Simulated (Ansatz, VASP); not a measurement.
CO: VASP beside Ansatz

```
C O
1.0
     2.49256    0.00000    0.00000
     0.00000    2.49256    0.00000
     0.00000    0.00000    2.49256
C O
1 1
Direct
  0.00000 0.00000 0.00000
  0.50000 0.50000 0.50000
```

Alike in both runs: functional r2SCAN; k mesh 22 × 22 × 22; occupations gaussian, width 0.1 eV; no spin polarisation.

Ansatz relaxed the structure, and its values are those at the end. VASP's run is a single point on that final structure, the one shown.

```csv
,VASP,Ansatz
version,VASP 6.6.1,Ansatz 0.2.0
potentials or method,"VASP PAW PBE potentials, release 64 (C, O)","scalar-relativistic, plane waves, PAW"
plane-wave cutoff (eV),520,500
valence electrons in the cell,10,10
```

|  | VASP | Ansatz | Ansatz less VASP |
| --- | --- | --- | --- |
| gap on the k mesh at the Fermi level (eV) | none | none | - |
| pressure (GPa) | -0.3 | 0.0 | +0.24 |

A gap of «none» marks a metal or a gap that the smearing closes.

Caveats: the PAW data sets were made with another functional, which shifts forces and pressure a little (VASP).
